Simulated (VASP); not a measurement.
# Au (Cmcm) in VASP: a series of runs

The runs below take Au through single point, with PBE, PBE+D3(BJ)+U.

Program: VASP 6.6.1. These are calculated values, not measurements. Logs are shortened: lines on timing, memory, paths and dates and some standing lists are left out, and cuts for length are marked.

**1. The crystal as given**

Symmetry: Cmcm, No. 63, orthorhombic system. The conventional cell has a = 2.823 Å, b = 5.112 Å, c = 4.893 Å, α = 90.00°, β = 90.00°, γ = 90.00°. Around Au (site symmetry m2m) lie 12 Au at 2.82 to 2.97 Å.

This isn't the form of Au at room conditions, which is fcc.

**2. Single point, PBE**

Contents of INCAR:

```
PREC     = Accurate       # precision mode
ENCUT    = 520            # plane-wave cutoff, eV
EDIFF    = 1E-6           # SCF threshold, eV
ISMEAR   = 0              # smearing method
SIGMA    = 0.1            # smearing width, eV
LREAL    = F              # projectors in reciprocal space
LASPH    = T              # aspherical terms in the spheres
NELM     = 100            # most SCF steps
ALGO     = Normal         # electronic algorithm
ISIF     = 2              # what is computed and relaxed
LWAVE    = F              # write WAVECAR
LCHARG   = F              # write CHGCAR
GGA      = PE             # functional
NBANDS   = 18             # bands
```

Contents of KPOINTS:

```
Automatic mesh
0
Gamma
  6 6 4
```

Contents of POSCAR:

```
Au
1.0
    1.4113099650     -2.5559330250      0.0000000000
    1.4113099650      2.5559330250      0.0000000000
    0.0000000000      0.0000000000      4.8931696100
Au
2
Direct
    0.6653279700      0.3346720300      0.2500000000
    0.3346720300      0.6653279700      0.7500000000
```

Potentials or basis: VASP PAW PBE potentials, release 64 (Au).

Started as:

```
cat potpaw_PBE.64/Au/POTCAR > POTCAR
mpirun -np 1 vasp_std > vasp.out
```

OUTCAR:

```text
PREC = Accurate
   ENCUT = 520
   EDIFF = 1E-6
   ISMEAR = 0
   LREAL = F
   LASPH = T
   NELM = 100
   ISIF = 2
   GGA = PE

 ion  position               nearest neighbor table
   1  0.665  0.335  0.250-   2 2.95   2 2.95   2 2.95   2 2.95   2 2.97   2 2.97
   2  0.335  0.665  0.750-   1 2.95   1 2.95   1 2.95   1 2.95   1 2.97   1 2.97

  LATTYP: Found a base centered orthorhombic cell.
 ALAT       =     2.8226199300
 B/A-ratio  =     1.8110359088
 C/A-ratio  =     1.7335559627

  Lattice vectors:

 A1 = (   1.4113099650,  -2.5559330250,   0.0000000000)
 A2 = (   1.4113099650,   2.5559330250,   0.0000000000)
 A3 = (   0.0000000000,   0.0000000000,   4.8931696100)

Analysis of symmetry for initial positions (statically):
=====================================================================
 Subroutine PRICEL returns:
 Original cell was already a primitive cell.

 Routine SETGRP: Setting up the symmetry group for a
 base centered orthorhombic supercell.

 Subroutine GETGRP returns: Found  8 space group operations
 (whereof  4 operations were pure point group operations)
 out of a pool of  8 trial point group operations.

The static configuration has the point symmetry C_2h.
 The point group associated with its full space group is D_2h.

Analysis of symmetry for dynamics (positions and initial velocities):
=====================================================================
 Subroutine PRICEL returns:
 Original cell was already a primitive cell.

 Routine SETGRP: Setting up the symmetry group for a
 base centered orthorhombic supercell.

 Subroutine GETGRP returns: Found  8 space group operations
 (whereof  4 operations were pure point group operations)
 out of a pool of  8 trial point group operations.

The dynamic configuration has the point symmetry C_2h.
 The point group associated with its full space group is D_2h.

 Subroutine INISYM returns: Found  8 space group operations
 (whereof  4 operations are pure point group operations),
 and found     1 'primitive' translations

----------------------------------------------------------------------------------------

                                     Primitive cell

  volume of cell :      35.3014

  direct lattice vectors                    reciprocal lattice vectors
     1.411309965 -2.555933025  0.000000000     0.354280783 -0.195623279  0.000000000
     1.411309965  2.555933025  0.000000000     0.354280783  0.195623279  0.000000000
     0.000000000  0.000000000  4.893169610     0.000000000  0.000000000  0.204366511

  length of vectors
     2.919689957  2.919689957  4.893169610     0.404701545  0.404701545  0.204366511

  position of ions in fractional coordinates (direct lattice)
     0.665327970  0.334672030  0.250000000
     0.334672030  0.665327970  0.750000000

  ion indices of the primitive-cell ions
   primitive index   ion index
                 1           1
                 2           2

----------------------------------------------------------------------------------------

 KPOINTS: Automatic mesh

Automatic generation of k-mesh.
 Grid dimensions read from file:
 generate k-points for:    6    6    4

 Generating k-lattice:

  Cartesian coordinates                     Fractional coordinates (reciprocal lattice)
     0.059046797 -0.032603880  0.000000000     0.166666667  0.000000000  0.000000000
     0.059046797  0.032603880  0.000000000     0.000000000  0.166666667  0.000000000
     0.000000000  0.000000000  0.051091628     0.000000000  0.000000000  0.250000000

  Length of vectors
     0.067450258  0.067450258  0.051091628

  Shift w.r.t. Gamma in fractional coordinates (k-lattice)
     0.000000000  0.000000000  0.000000000

 Subroutine IBZKPT returns following result:
 ===========================================

 Found     39 irreducible k-points:

 Following reciprocal coordinates:
            Coordinates               Weight
  0.000000  0.000000  0.000000      1.000000
  0.166667 -0.000000  0.000000      4.000000
  0.333333 -0.000000  0.000000      4.000000
  0.500000 -0.000000  0.000000      2.000000
  0.166667  0.166667  0.000000      2.000000
  0.333333  0.166667  0.000000      4.000000
[... 16 lines left out ...]
  0.333333  0.333333  0.250000      4.000000
  0.500000  0.333333  0.250000      8.000000
 [... further k-points ...]
   k-points           NKPTS =     39   k-points in BZ     NKDIM =     39   number of bands    NBANDS=     18
   number of dos      NEDOS =    301   number of ions     NIONS =      2
   total plane-waves  NPLWV =  20736
   dimension x,y,z NGX =    24 NGY =   24 NGZ =   36
   dimension x,y,z NGXF=    48 NGYF=   48 NGZF=   72
   ions per type =               2
   NGX,Y,Z   is equivalent  to a cutoff of  13.67, 13.67, 12.23 a.u.
   NGXF,Y,Z  is equivalent  to a cutoff of  27.33, 27.33, 24.46 a.u.
 SYSTEM =  unknown system
   PREC   = accura    normal or accurate (medium, high low for compatibility)
   ISTART =      0    job   : 0-new  1-cont  2-samecut
   ICHARG =      2    charge: 1-file 2-atom 10-const
   ISPIN  =      1    spin polarized calculation?
   LNONCOLLINEAR =      F non collinear calculations
   LSORBIT =      F    spin-orbit coupling
   LASPH  =      T    aspherical Exc in radial PAW
   ENCUT  =  520.0 eV  38.22 Ry    6.18 a.u.   5.43  5.43  9.10*2*pi/ulx,y,z
   NELM   =    100;   NELMIN=  2; NELMDL= -5     # of ELM steps
   EDIFF  = 0.1E-05   stopping-criterion for ELM
   LREAL  =      F    real-space projection
   EDIFFG = 0.1E-04   stopping-criterion for IOM
   NSW    =      0    number of steps for IOM
   IBRION =     -1    ionic relax: 0-MD 1-quasi-New 2-CG
   NFREE  =      0    steps in history (QN), initial steepest desc. (CG)
   ISIF   =      2    stress and relaxation
   ISYM   =      2    0-nonsym 1-usesym 2-fastsym
   POTIM  = 0.5000    time-step for ionic-motion
   TEBEG  =    0.0;   TEEND  =   0.0 temperature during run
   PSTRESS=    0.0 pullay stress
   NELECT =      22.0000    total number of electrons
   NUPDOWN=      -1.0000    fix difference up-down
   EMIN   =  10.00;   EMAX   =-10.00  energy-range for DOS
   EFERMI =   0.00;   METHOD = LEGACY
   ISMEAR =     0;   SIGMA  =   0.10  broadening in eV -4-tet -1-fermi 0-gaus
   EFERMI_NEDOS =   21; number of points for ismear=-14 and -15
   IALGO  =     38    algorithm
   IMIX   =      4    mixing-type and parameters
     AMIX     =   0.40;   BMIX     =  1.00
     AMIX_MAG =   1.60;   BMIX_MAG =  1.00
  volume/ion in A,a.u.               =      17.65       119.11
  Fermi-wavevector in a.u.,A,eV,Ry     =   1.398358  2.642513 26.604898  1.955405
  Thomas-Fermi vector in A             =   2.521524
   LORBIT       =      0    0 simple, 1 ext, 2 COOP (PROOUT), +10 PAW based schemes
   GGA     = PE    functional components
   LHFCALC =     F    Hartree Fock is set to
   AEXX    =    0.0000 exact exchange contribution
   IVDW    =     0    specifies the selected vdW correction
   LEPSILON=     F    determine dielectric tensor
   LRPA    =     F    only Hartree local field effects (RPA)
 non-spin polarized calculation
 Gauss-broadening in eV      SIGMA  =   0.10
  energy-cutoff  :      520.00
  volume of cell :       35.30
 maximum number of plane-waves:       963
 NGX is ok and might be reduce to    24
   NGX = 11   NGY = 11   NGZ = 19

 number of electron      21.9999996 magnetization

 Free energy of the ion-electron system (eV)
  ---------------------------------------------------
  ext. energy  EPLUGINS =         0.00000000
  ---------------------------------------------------
  free energy    TOTEN  =        -6.33581940 eV

  energy without entropy =       -6.33120807  energy(sigma->0) =       -6.33351373

 E-fermi :   9.1291     XC(G=0): -12.5062

 val. band max:        9.1271015194   @ k =   0.5000   0.5000   0.0000
 cond. band min:       9.2031505847   @ k =   0.5000   0.5000   0.5000
 fundamental gap:      0.0760490653
 Fermi energy:         9.1290539752

 k-point     1 :       0.0000    0.0000    0.0000
  band No.  band energies     occupation
      1      -0.5940      2.00000
      2       1.7769      2.00000
      3       4.1239      2.00000
      4       4.2043      2.00000
      5       4.5427      2.00000
      6       4.7873      2.00000
[... 10 lines left out ...]
     17      26.8090      0.00000
     18      27.7307      0.00000

 k-point     2 :       0.1667   -0.0000    0.0000
  band No.  band energies     occupation
      1       0.2593      2.00000
      2       2.4407      2.00000
      3       3.9947      2.00000
      4       4.5412      2.00000
      5       4.6580      2.00000
      6       4.7537      2.00000
[... 10 lines left out ...]
     17      25.3393      0.00000
     18      26.3105      0.00000

 k-point     3 :       0.3333   -0.0000    0.0000
  band No.  band energies     occupation
      1       1.9690      2.00000
      2       2.6741      2.00000
      3       3.2874      2.00000
      4       4.3817      2.00000
      5       4.6283      2.00000
      6       4.6834      2.00000
[... 10 lines left out ...]
     17      22.6140      0.00000
     18      24.6628      0.00000

 k-point     4 :       0.5000   -0.0000    0.0000
  band No.  band energies     occupation
      1       2.3577      2.00000
      2       2.3932      2.00000
      3       2.7995      2.00000
      4       4.3919      2.00000
      5       4.7020      2.00000
      6       4.9912      2.00000
[... 375 lines left out ...]
      4       3.9502      2.00000
      5       4.1441      2.00000
      6       4.8552      2.00000
[... 10 lines left out ...]
     17      25.3666      0.00000
     18      26.0010      0.00000

 k-point    23 :       0.3333    0.3333    0.2500
  band No.  band energies     occupation
      1       3.2375      2.00000
      2       3.3359      2.00000
      3       3.3686      2.00000
      4       3.9958      2.00000
      5       4.3996      2.00000
      6       4.4433      2.00000
[... 10 lines left out ...]
     17      22.2033      0.00000
     18      22.3894      0.00000

 k-point    24 :       0.5000    0.3333    0.2500
  band No.  band energies     occupation
      1       2.5154      2.00000
      2       2.9996      2.00000
      3       3.3424      2.00000
      4       3.7502      2.00000
      5       4.3050      2.00000
      6       5.0833      2.00000
[... 10 lines left out ...]
     17      21.8389      0.00000
     18      22.5836      0.00000

 [... further k-points ...]

------------------------ aborting loop because EDIFF is reached ----------------------------------------

  FORCE on cell =-STRESS in cart. coord.  units (eV):
  Direction    XX          YY          ZZ          XY          YZ          ZX
  --------------------------------------------------------------------------------------
  -------------------------------------------------------------------------------------
  Total        0.9676319      1.5004667     -0.3829224      0.0000000      0.0000000      0.0000000
  in kB       43.9165892     68.0996385    -17.3791780      0.0000000      0.0000000      0.0000000
  external PRESSURE =      31.5456832 kB  Pullay stress =       0.0000000 kB

 VOLUME and BASIS-vectors are now :
 -----------------------------------------------------------------------------
  energy-cutoff  :      520.00
  volume of cell :       35.30
      direct lattice vectors                 reciprocal lattice vectors
     1.411309965 -2.555933025  0.000000000     0.354280783 -0.195623279  0.000000000
     1.411309965  2.555933025  0.000000000     0.354280783  0.195623279  0.000000000
     0.000000000  0.000000000  4.893169610     0.000000000  0.000000000  0.204366511

 POSITION                                       TOTAL-FORCE (eV/Angst)
 -----------------------------------------------------------------------------------
      1.41131     -0.84513      1.22329         0.000000      0.023849     -0.000000
      1.41131      0.84513      3.66988         0.000000     -0.023849      0.000000
 -----------------------------------------------------------------------------------
    total drift:                                0.000000      0.000000     -0.000000

  FREE ENERGIE OF THE ION-ELECTRON SYSTEM (eV)
  ---------------------------------------------------
  free  energy   TOTEN  =        -6.3358194033 eV

  energy  without entropy=       -6.3312080660  energy(sigma->0) =       -6.33351373
```

Run time: 37 s. Hardware: 1 thread of AMD EPYC 7R43 (Zen 3), shared host; peak memory 0.12 GiB.

What came out:

- Free energy: -6.3358 eV
- Pressure: 3.2 GPa
- Largest force: 0.024 eV/Å
- Band gap on the k mesh: none (metal or under the smearing width)

Forces in eV/Å, atoms in the order of the input:
```
Au   0.000  0.024  0.000
Au   0.000 -0.024  0.000
```

Caveat: the k mesh is coarse (spacing up to 0.42 Å⁻¹), so the values aren't converged.

**3. Single point, PBE**

Contents of INCAR:

```
  PREC = Accurate
  ENCUT = 520
  EDIFF = 1E-6
  ISMEAR = 0
  SIGMA = 0.1
  LREAL = False
  LASPH = True
  NELM = 100
  ALGO = Normal
  ISIF = 2
  LWAVE = False
  LCHARG = False
  GGA = PE
  NBANDS = 18
  ISYM = 0
```

Contents of KPOINTS:

```
Automatic mesh
0
Gamma
  4 2 1
  0.25 0.25 0.25
```

POSCAR is that of step 2.

Potentials or basis: VASP PAW PBE potentials, release 64 (Au).

Started as:

```
cat potpaw_PBE.64/Au/POTCAR > POTCAR
mpirun -np 1 vasp_std > vasp.out
```

It took 12 s on 1 thread of AMD EPYC 7R43 (Zen 3), shared host; peak memory 0.12 GiB.

It converged, with:

```
Free energy            : -6.5891 eV
Pressure               : 2.3 GPa
Largest force          : 0.043 eV/Å
Band gap on the k mesh : none (metal or under the smearing width)
```

Forces in eV/Å, atoms in the order of the input:
```
Au  -0.025  0.034  0.010
Au   0.025 -0.034 -0.010
```

Stress tensor (GPa, compression positive):
```
 6.24 -0.52 -3.35
-0.52 -0.35 -5.42
-3.35 -5.42  1.06
```

Levels at points of the mesh, in eV from the Fermi level:
```tsv
k point	band 7	band 8	band 9	band 10	band 11	band 12	band 13	band 14	band 15	band 16
(0.06, 0.12, 0.25)	-3.67	-3.58	-2.92	-2.86	-1.94	-0.51	6.36	14.09	15.03	15.67
```

Caveat: the k mesh is coarse (spacing up to 1.28 Å⁻¹), so the values aren't converged.

**4. Single point, PBE**

Contents of INCAR:

```
SYSTEM = Au
PREC = Accurate
ENCUT = 520
EDIFF = 1E-6
ISMEAR = 0
SIGMA = 0.1
LREAL = .FALSE.
LASPH = .TRUE.
NELM = 100
ALGO = Normal
ISIF = 2
LWAVE = .FALSE.
LCHARG = .TRUE.
GGA = PE
LELF = .TRUE.
LVHAR = .TRUE.
NBANDS = 18
```

Contents of KPOINTS:

```
regular mesh
0
G
  6 6 4
  0 0 0
```

POSCAR is that of step 3.

Started as:

```
cat potpaw_PBE.64/Au/POTCAR > POTCAR
mpirun -np 1 vasp_std > vasp.out
```

It took 29 s on 1 thread of AMD EPYC 7R43 (Zen 3), shared host; peak memory 0.12 GiB.

The run converged. Its results:

```
Free energy            : -6.3358 eV
Pressure               : 3.2 GPa
Largest force          : 0.024 eV/Å
Band gap on the k mesh : none (metal or under the smearing width)
```

Forces in eV/Å, atoms in the order of the input:
```
Au   0.000  0.024  0.000
Au   0.000 -0.024  0.000
```

Stress tensor (GPa, compression positive):
```
 4.39  0.00  0.00
 0.00  6.81  0.00
 0.00  0.00 -1.74
```

Levels at points of the mesh, in eV from the Fermi level:
```
           k point  band 7  band 8  band 9  band 10  band 11  band 12  band 13  band 14  band 15  band 16
(0.00, 0.00, 0.00)   -4.09   -3.73   -3.58    -2.44    -2.39    -1.28     2.14    14.32    15.28    16.47
(0.50, 0.00, 0.00)   -3.73   -2.25   -2.05    -1.89     0.26     1.49     5.53     6.99     7.02     9.74
(0.50, 0.50, 0.00)   -3.87   -2.17   -2.12    -1.95     0.00     1.03     5.14     6.53     6.65    10.83
(0.00, 0.00, 0.50)   -4.40   -4.40   -2.90    -2.90    -2.77    -2.77     9.95     9.95    14.65    14.65
(0.50, 0.00, 0.50)   -2.63   -2.63   -1.94    -1.94     0.44     0.44     3.78     3.78    12.84    12.84
(0.50, 0.50, 0.50)   -2.61   -2.61   -2.02    -2.02     0.07     0.07     3.24     3.24    12.41    12.41
```

Caveat: the k mesh is coarse (spacing up to 0.42 Å⁻¹), so the values aren't converged. Spin-orbit coupling is left out, which matters for the levels of Au.

**5. Single point, PBE+D3(BJ)+U**

Contents of INCAR:

```
SYSTEM = Au
  PREC = Accurate
  ENCUT = 520
  EDIFF = 1E-6
  ISMEAR = 0
  SIGMA = 0.1
  LREAL = .False.
  LASPH = .True.
  NELM = 150
  ALGO = Normal
  ISIF = 2
  LWAVE = .False.
  LCHARG = .False.
  LMAXMIX = 4
  LDAU = .True.
  LDAUTYPE = 1
  LDAUL = 2
  LDAUU = 5.8
  LDAUJ = 0.49
  LDAUPRINT = 1
  GGA = PE
  IVDW = 12
  NBANDS = 18
```

Contents of KPOINTS:

```
Automatic mesh
0
Gamma
  6 6 4
  0 0 0
```

POSCAR is that of step 4.

Started as:

```
cat potpaw_PBE.64/Au/POTCAR > POTCAR
mpirun -np 1 vasp_std > vasp.out
```

It took 39 s on 1 thread of AMD EPYC 7R43 (Zen 3), shared host; peak memory 0.13 GiB.

Results (log left out):

```
Free energy                : -2.6388 eV
Pressure                   : -4.2 GPa
Largest force              : 0.010 eV/Å
Band gap on the k mesh     : none (metal or under the smearing width)
Dispersion energy per atom : -0.642 eV
```

Forces on the atoms (eV/Å):
```
Au   0.000  0.010  0.000
Au   0.000 -0.010  0.000
```

Stress tensor (GPa, compression positive):
```
-0.90  0.00  0.00
 0.00 -2.05  0.00
 0.00  0.00 -9.66
```

Levels at points of the mesh, in eV from the Fermi level:
| k point | band 8 | band 9 | band 10 | band 11 | band 12 | band 13 | band 14 | band 15 |
| --- | --- | --- | --- | --- | --- | --- | --- | --- |
| (0.00, 0.00, 0.00) | -4.84 | -4.69 | -3.56 | -3.50 | -0.64 | 2.21 | 14.93 | 15.93 |
| (0.50, 0.00, 0.00) | -3.38 | -3.13 | -2.97 | 0.35 | 1.56 | 6.14 | 7.38 | 7.66 |
| (0.50, 0.50, 0.00) | -3.30 | -3.25 | -3.08 | 0.01 | 1.01 | 5.74 | 7.03 | 7.15 |
| (0.00, 0.00, 0.50) | -5.50 | -4.02 | -4.02 | -3.89 | -3.89 | 10.29 | 10.29 | 15.29 |
| (0.50, 0.00, 0.50) | -3.58 | -3.01 | -3.01 | 0.96 | 0.96 | 4.01 | 4.01 | 13.38 |
| (0.50, 0.50, 0.50) | -3.55 | -3.14 | -3.14 | 0.56 | 0.56 | 3.44 | 3.44 | 13.00 |

Eigenvalues of the final occupation matrices:
```tsv
site	spin	trace	eigenvalues
site 1 d	1	4.55	0.90 0.91 0.91 0.91 0.91
site 1 d	2	4.55	0.90 0.91 0.91 0.91 0.91
site 2 d	1	4.55	0.90 0.91 0.91 0.91 0.91
site 2 d	2	4.55	0.90 0.91 0.91 0.91 0.91
```

Caveat: the k mesh is coarse (spacing up to 0.42 Å⁻¹), so the values aren't converged; U without spin polarisation on a metal has little footing; pairwise dispersion overbinds metals, which lowers pressure and volume; the U is typed as a test and isn't derived for this compound. Spin-orbit coupling is left out, which matters for the levels of Au.

**6. Overview**

| level | U | k mesh | LDAUTYPE | hund's J | gap on the mesh (eV) | pressure (GPa) | largest force (eV/Å) |
| --- | --- | --- | --- | --- | --- | --- | --- |
| PBE | - | 6 × 6 × 4 | - | - | none | 3.2 | 0.02 |
| PBE | - | 4 × 2 × 1, shifted | - | - | none | 2.3 | 0.04 |
| PBE+D3(BJ)+U | Au d U = 5.8 eV, J = 0.49 eV | 6 × 6 × 4 | 1 | 0.49 | none | -4.2 | 0.01 |

Alike in all rows: task single point; potentials or basis VASP PAW PBE potentials, release 64 (Au); no spin polarisation; cell as given; cutoff (eV) 520; smearing gaussian 0.1 eV; the mesh is coarse, so values aren't converged.

Caveats: all runs use coarse meshes; U without spin polarisation on a metal has little footing (some runs); pairwise dispersion overbinds metals, which lowers pressure and volume (some runs); the U is typed as a test and isn't derived for this compound (some runs).

Total energies depend on the potentials used, so only differences within one code and one set of settings carry meaning.
